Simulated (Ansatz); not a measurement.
# HfB2: energy and pressure over a range of volumes, part 2 of 2

Aim: scale the cell of HfB2 up and down at fixed shape and fractional positions, and get the equilibrium volume and bulk modulus with LAPW, PAW and all-electron datasets made for the crystal.

Ansatz 0.2.0; DFT PBEsol; a database cell (COD). «Crystal datasets» are all-electron PAW datasets made for this crystal. Earlier steps stand in the parts before.

## (9) Volume × 1.02, PAW

Contents of input.yaml:

```yaml
crystal:
  lattice:
    - [3.1607954092, 0.0, 0.0]
    - [-1.5803977046, 2.7373291205, 0.0]
    - [0.0, 0.0, 3.5030470293]
  atoms:
    - { symbol: Hf, position: [0.0, 0.0, 0.0] }
    - { symbol: B, position: [0.3333333333, 0.6666666667, 0.5] }
    - { symbol: B, position: [0.6666666667, 0.3333333333, 0.5] }
kpoints:
  mp_grid: { grid: [15, 15, 12] }
scf:
  occupations: { method: fermi_dirac, width: 0.03 }
hamiltonian:
  xc: pbesol
  pseudopotentials: { kind: paw }
output:
  forces: true
  stress: true
  eigenvalues: true
  efg: { contact_densities: true }
```

Launch:

```sh
ansatz run input.yaml --threads 1 --pin off --max-ram 4096MiB --backend cpu --events-out ev --progress --plain --runs-dir out
```

Standard output (excerpt; [...] marks lines left out):

```text
Hf: output.efg is read without spin–orbit coupling, which moves field gradients at and beside such atoms by some per cent and up to a factor of two; PAW files take it under magnetization.noncollinear and magnetization.spin_orbit
[...]
Pseudopotentials: kind: paw
Pseudopotential: Hf, paw, valence charge 26, recommended cutoff 420 eV (normal)
Pseudopotential: B, paw, valence charge 3, recommended cutoff 420 eV (normal)
Functional definition: PBEsol
[...]
Crystal: 3 atoms, lattice volume = 30.309 Å³
Basis set: ecut = 420 eV, 563 PW (Γ), exchange–correlation on 48×48×48 points (8 copies of the dense FFT grid, shifted against one another)
Bands: 20, of which v1, the nominal top of the filled ones, is band 16 counted from 1 (15 counted from 0)
Symmetry: 24 space group operations
Space group: P6/mmm (ITA 191), of the structure as read, at distance tolerance 3.1e-5 Å
k-points: 189 of 2700
[...]
       -8.778613      -0.000000       0.000000
       -0.000000      -8.778613       0.000000
        0.000000       0.000000      -9.529727
  P = ⅓ Tr σ = -9.0290 GPa (-90.290 kbar)
--- PAW observables at the nuclei: V_zz in 10²¹ V/m², potentials from the cell's mean, atoms counted from 1 ---
  atom   1  Hf V_zz =   +10.806395   η = 0.0000   by run symmetry: allowed
            electrostatic potential = -14183.847343 V   contact ρ = 7519008.196444 e/Å³
  atom   2  B  V_zz =    +0.065677   η = 0.0000   by run symmetry: allowed
            electrostatic potential = -335.442631 V   contact ρ = 481.214862 e/Å³
  atom   3  B  V_zz =    +0.065677   η = 0.0000   by run symmetry: allowed
            electrostatic potential = -335.442631 V   contact ρ = 481.214862 e/Å³
--- Band table (eV; the first three rows and the last of 189) ---
  k-point 0: bands = ["-41.8230", "-10.6869", "-10.2176", "-10.2176", "6.3744", "8.1883", "8.2111", "8.2187", "8.2187", "8.2230", "8.2230", "8.3147", "16.9814", "17.1203", "17.1203", "17.2645", "23.8502", "23.8502", "24.5086", "24.5086"]
[...]
```

Run time: 8.5 s. Hardware: 1 thread of Arm Neoverse V1, shared host; peak memory 0.44 GiB.

Read from it: pressure -9.03 GPa; no gap; Vzz Hf1 10.81 (η = 0.00), B2 0.07 (η = 0.00) (10²¹ V/m²).

## (10) Volume × 1.02, crystal datasets

Changes to input.yaml since step 9:

```diff
@@ -15,3 +15,3 @@
   xc: pbesol
-  pseudopotentials: { kind: paw }
+  pseudopotentials: { kind: all_electron, datasets: crystal }
 output:
```

Launch:

```sh
ansatz run input.yaml --threads 1 --pin off --max-ram 4096MiB --backend cpu --events-out ev --progress --plain --runs-dir out
```

Standard output (excerpt; [...] marks lines left out):

```text
[...]
Hf: output.efg is read without spin–orbit coupling, which moves field gradients at and beside such atoms by some per cent and up to a factor of two; PAW files take it under magnetization.noncollinear and magnetization.spin_orbit
[...]
[... 4 set-up lines as earlier in the session ...]
[...]
Crystal: 3 atoms, lattice volume = 30.309 Å³
Basis set: ecut = 400 eV, 563 PW (Γ), exchange–correlation on 48×48×48 points (8 copies of the dense FFT grid, shifted against one another)
Bands: 20, of which v1, the nominal top of the filled ones, is band 16 counted from 1 (15 counted from 0)
[... 1 set-up line as earlier in the session ...]
[...]
       -8.752289       0.000000       0.000000
       -0.000000      -8.752289       0.000000
        0.000000       0.000000      -9.417334
  P = ⅓ Tr σ = -8.9740 GPa (-89.740 kbar)
--- PAW observables at the nuclei: V_zz in 10²¹ V/m², potentials from the cell's mean, atoms counted from 1 ---
  atom   1  Hf V_zz =   +11.303322   η = 0.0000   by run symmetry: allowed
            electrostatic potential = -14181.170872 V   contact ρ = 7515495.323276 e/Å³
  atom   2  B  V_zz =    +0.090906   η = 0.0000   by run symmetry: allowed
            electrostatic potential = -334.730745 V   contact ρ = 481.238151 e/Å³
  atom   3  B  V_zz =    +0.090906   η = 0.0000   by run symmetry: allowed
            electrostatic potential = -334.730745 V   contact ρ = 481.238151 e/Å³
--- Band table (eV; the first three rows and the last of 189) ---
  k-point 0: bands = ["-41.4406", "-10.2996", "-9.8346", "-9.8346", "6.7586", "8.5719", "8.5899", "8.6018", "8.6018", "8.6047", "8.6047", "8.6934", "17.3653", "17.5011", "17.5011", "17.6486", "24.2366", "24.2366"]
[...]
```

Wall time 47 s (1 thread of Arm Neoverse V1, shared host); peak memory 0.81 GiB.

Read from it: pressure -8.97 GPa; no gap; Vzz Hf1 11.30 (η = 0.00), B2 0.09 (η = 0.00) (10²¹ V/m²).

## (11) Volume × 1.06, LAPW

Contents of input.yaml:

```yaml
crystal:
  lattice:
    - [3.2015843649, 0.0, 0.0]
    - [-1.6007921825, 2.7726533923, 0.0]
    - [0.0, 0.0, 3.548252622]
  atoms:
    - { symbol: Hf, position: [0.0, 0.0, 0.0] }
    - { symbol: B, position: [0.3333333333, 0.6666666667, 0.5] }
    - { symbol: B, position: [0.6666666667, 0.3333333333, 0.5] }
kpoints:
  mp_grid: { grid: [15, 15, 12] }
  band_path:
    path:
      - [0.0, 0.0, 0.0]
      - [0.5, 0.0, 0.0]
      - [0.3333333333, 0.3333333333, 0.0]
      - [0.0, 0.0, 0.0]
      - [0.0, 0.0, 0.5]
      - [0.5, 0.0, 0.5]
      - [0.3333333333, 0.3333333333, 0.5]
      - [0.0, 0.0, 0.5]
      - [0.5, 0.0, 0.5]
    npoints: 5
scf:
  occupations: { method: fermi_dirac, width: 0.03 }
hamiltonian:
  xc: pbesol
  pseudopotentials: { kind: all_electron, lapw: { basis_error: 0.001 } }
output:
  forces: true
  stress: true
  eigenvalues: true
```

Launch:

```sh
ansatz run input.yaml --threads 1 --pin off --max-ram 4096MiB --backend cpu --events-out ev --progress --plain --runs-dir out
```

Standard output (excerpt; [...] marks lines left out):

```text
LAPW: plane waves up to 8.510 Å⁻¹, error target 1.0e-3 eV per atom; small_component_spin mean_spin; B in spheres of 0.924 Å, 5 of its electrons in bands, Dirac shells []; Hf in spheres of 1.419 Å, 42 of its electrons in bands, Dirac shells []
[...]
[... 4 set-up lines as earlier in the session ...]
[...]
Crystal: 3 atoms, lattice volume = 31.497 Å³
Basis set: ecut = 275.94304214971515 eV, 339 PW (Γ), exchange–correlation at level 2
Bands: 32, of which v1, the nominal top of the filled ones, is band 26 counted from 1 (25 counted from 0)
[... 1 set-up line as earlier in the session ...]
Space group: P6/mmm (ITA 191), of the structure as read, at distance tolerance 3.2e-5 Å
k-points: 189 of 2700
[...]
the basis was enlarged: its passes take 236.1 KiB over the memory plan, 1 of 1 planned eigensolver slots
[...]
SCF iter   9: F=-411475.941523 eV  HF=-411475.941523 eV  |F-HF|=1.75e-9  |Δ(HF+E_count)|=   9.49e-9  Δρ=4.69e-6  dr2=7.22e-9  ethr=2.44e-10  ⟨swp⟩=2.0  Hψ=17206  notcnv=0
[...]
NSCF: frozen V_eff on 41 k-points
SCF converged after 9 iterations
Free energy (F): -411475.941523 eV
[...]
E sigma→0 (E₀):  -411475.941155 eV
Entropy (-TS):   -0.000737 eV (-0.246 meV/atom)
Fermi energy:    19.606335 eV
[...]
--- Forces (eV/Å), atoms counted from 1 ---
  atom   1  Hf     0.00000000     0.00000000     0.00000000
  atom   2  B      0.00000000     0.00000000     0.00000000
  atom   3  B     -0.00000000    -0.00000000     0.00000000
[...]
--- Stress (GPa, compression-positive) ---
      -17.224460      -0.000000      -0.000000
       -0.000000     -17.224460      -0.000000
       -0.000000      -0.000000     -16.660515
  P = ⅓ Tr σ = -17.0365 GPa (-170.365 kbar)
--- Band table (eV; the first three rows and the last of 189) ---
[...]
```

Run time: 60 s. Hardware: 1 thread of Arm Neoverse V1, shared host; peak memory 0.69 GiB.

This run gives: pressure -17.04 GPa; no gap.

## (12) Volume × 1.06, PAW

Contents of input.yaml:

```yaml
crystal:
  lattice:
    - [3.2015843649, 0.0, 0.0]
    - [-1.6007921825, 2.7726533923, 0.0]
    - [0.0, 0.0, 3.548252622]
  atoms:
    - { symbol: Hf, position: [0.0, 0.0, 0.0] }
    - { symbol: B, position: [0.3333333333, 0.6666666667, 0.5] }
    - { symbol: B, position: [0.6666666667, 0.3333333333, 0.5] }
kpoints:
  mp_grid: { grid: [15, 15, 12] }
scf:
  occupations: { method: fermi_dirac, width: 0.03 }
hamiltonian:
  xc: pbesol
  pseudopotentials: { kind: paw }
output:
  forces: true
  stress: true
  eigenvalues: true
  efg: { contact_densities: true }
```

Launch:

```sh
ansatz run input.yaml --threads 1 --pin off --max-ram 4096MiB --backend cpu --events-out ev --progress --plain --runs-dir out
```

Standard output (excerpt; [...] marks lines left out):

```text
Hf: output.efg is read without spin–orbit coupling, which moves field gradients at and beside such atoms by some per cent and up to a factor of two; PAW files take it under magnetization.noncollinear and magnetization.spin_orbit
[...]
[... 4 set-up lines as earlier in the session ...]
[...]
Crystal: 3 atoms, lattice volume = 31.497 Å³
Basis set: ecut = 420 eV, 599 PW (Γ), exchange–correlation on 48×48×48 points (8 copies of the dense FFT grid, shifted against one another)
Bands: 20, of which v1, the nominal top of the filled ones, is band 16 counted from 1 (15 counted from 0)
[... 2 set-up lines as earlier in the session ...]
k-points: 189 of 2700
[...]
      -17.251674       0.000000      -0.000000
        0.000000     -17.251674      -0.000000
       -0.000000      -0.000000     -16.763022
  P = ⅓ Tr σ = -17.0888 GPa (-170.888 kbar)
--- PAW observables at the nuclei: V_zz in 10²¹ V/m², potentials from the cell's mean, atoms counted from 1 ---
  atom   1  Hf V_zz =   +10.586501   η = 0.0000   by run symmetry: allowed
            electrostatic potential = -14182.900559 V   contact ρ = 7519001.642862 e/Å³
  atom   2  B  V_zz =    +0.067486   η = 0.0000   by run symmetry: allowed
            electrostatic potential = -334.446493 V   contact ρ = 481.166989 e/Å³
  atom   3  B  V_zz =    +0.067486   η = 0.0000   by run symmetry: allowed
            electrostatic potential = -334.446493 V   contact ρ = 481.166989 e/Å³
--- Band table (eV; the first three rows and the last of 189) ---
  k-point 0: bands = ["-42.7279", "-11.5615", "-11.1360", "-11.1360", "5.8253", "7.2772", "7.3018", "7.3040", "7.3040", "7.3091", "7.3091", "7.3932", "16.3067", "16.4304", "16.4304", "16.4867", "22.9003", "22.9003", "23.5430", "23.5430"]
[...]
```

It took 11 s on 1 thread of Arm Neoverse V1, shared host; peak memory 0.45 GiB.

This run gives: pressure -17.09 GPa; no gap; Vzz Hf1 10.59 (η = 0.00), B2 0.07 (η = 0.00) (10²¹ V/m²).

## (13) Volume × 1.06, crystal datasets

Changes to input.yaml since step 12:

```diff
@@ -15,3 +15,3 @@
   xc: pbesol
-  pseudopotentials: { kind: paw }
+  pseudopotentials: { kind: all_electron, datasets: crystal }
 output:
```

Launch:

```sh
ansatz run input.yaml --threads 1 --pin off --max-ram 4096MiB --backend cpu --events-out ev --progress --plain --runs-dir out
```

Standard output (excerpt; [...] marks lines left out):

```text
[...]
Hf: output.efg is read without spin–orbit coupling, which moves field gradients at and beside such atoms by some per cent and up to a factor of two; PAW files take it under magnetization.noncollinear and magnetization.spin_orbit
[...]
[... 4 set-up lines as earlier in the session ...]
[...]
Crystal: 3 atoms, lattice volume = 31.497 Å³
Basis set: ecut = 400 eV, 563 PW (Γ), exchange–correlation on 48×48×48 points (8 copies of the dense FFT grid, shifted against one another)
Bands: 20, of which v1, the nominal top of the filled ones, is band 16 counted from 1 (15 counted from 0)
[... 1 set-up line as earlier in the session ...]
[...]
      -17.227034       0.000000      -0.000000
       -0.000000     -17.227034      -0.000000
       -0.000000      -0.000000     -16.661329
  P = ⅓ Tr σ = -17.0385 GPa (-170.385 kbar)
--- PAW observables at the nuclei: V_zz in 10²¹ V/m², potentials from the cell's mean, atoms counted from 1 ---
  atom   1  Hf V_zz =   +11.045366   η = 0.0000   by run symmetry: allowed
            electrostatic potential = -14180.215944 V   contact ρ = 7515488.800462 e/Å³
  atom   2  B  V_zz =    +0.091374   η = 0.0000   by run symmetry: allowed
            electrostatic potential = -333.756319 V   contact ρ = 481.190174 e/Å³
  atom   3  B  V_zz =    +0.091374   η = 0.0000   by run symmetry: allowed
            electrostatic potential = -333.756319 V   contact ρ = 481.190174 e/Å³
--- Band table (eV; the first three rows and the last of 189) ---
  k-point 0: bands = ["-42.3615", "-11.1897", "-10.7686", "-10.7686", "6.1944", "7.6434", "7.6634", "7.6697", "7.6697", "7.6734", "7.6734", "7.7546", "16.6755", "16.7964", "16.7964", "16.8555", "23.2713", "23.2713"]
[...]
```

Wall time 45 s (1 thread of Arm Neoverse V1, shared host); peak memory 0.82 GiB.

Result: pressure -17.04 GPa; no gap; Vzz Hf1 11.05 (η = 0.00), B2 0.09 (η = 0.00) (10²¹ V/m²).

## (14) Fits

| method | volume (Å³/atom) | F above the lowest (meV/atom) | pressure (GPa) | Vzz Hf1 (10²¹ V/m²) | Vzz B2 (10²¹ V/m²) |
| --- | --- | --- | --- | --- | --- |
| LAPW | 9.509 | 4.2 | 6.53 | – | – |
| LAPW | 9.806 | 0.0 | -1.79 | – | – |
| LAPW | 10.103 | 10.2 | -8.97 | – | – |
| LAPW | 10.499 | 42.6 | -17.04 | – | – |
| PAW | 9.509 | 4.1 | 6.46 | 11.14 | 0.06 |
| PAW | 9.806 | 0.0 | -1.85 | 10.97 | 0.06 |
| PAW | 10.103 | 10.3 | -9.03 | 10.81 | 0.07 |
| PAW | 10.499 | 42.9 | -17.09 | 10.59 | 0.07 |
| crystal datasets | 9.509 | – | 6.53 | 11.74 | 0.09 |
| crystal datasets | 9.806 | – | -1.79 | 11.53 | 0.09 |
| crystal datasets | 10.103 | – | -8.97 | 11.30 | 0.09 |
| crystal datasets | 10.499 | – | -17.04 | 11.05 | 0.09 |

## (15) What came out

This closing draws on all 2 parts.

| quantity | value |
| --- | --- |
| equilibrium volume (LAPW) | 9.738 Å³/atom |
| bulk modulus (LAPW) | 262 GPa |
| its pressure derivative (LAPW) | 3.9 |
| equilibrium volume (PAW) | 9.736 Å³/atom |
| bulk modulus (PAW) | 262 GPa |
| its pressure derivative (PAW) | 3.9 |
| equilibrium volume (crystal datasets) | 9.738 Å³/atom |
| bulk modulus (crystal datasets) | 262 GPa |
| its pressure derivative (crystal datasets) | 3.9 |

What this shows: A third-order Birch-Murnaghan fit to the LAPW pressures puts zero pressure at 9.74 Å³/atom, -1.7 % from the given cell, with a bulk modulus of 262 GPa. Shape and positions are held, so a fully relaxed modulus can be lower. PAW's volume lies -0.02 % and its modulus less than 0.1 % from LAPW's. No thermal or zero-point expansion is included. Spin-orbit coupling is left out, though the cell holds Hf; in elements this heavy it can shift bands and gaps by tenths of an eV.
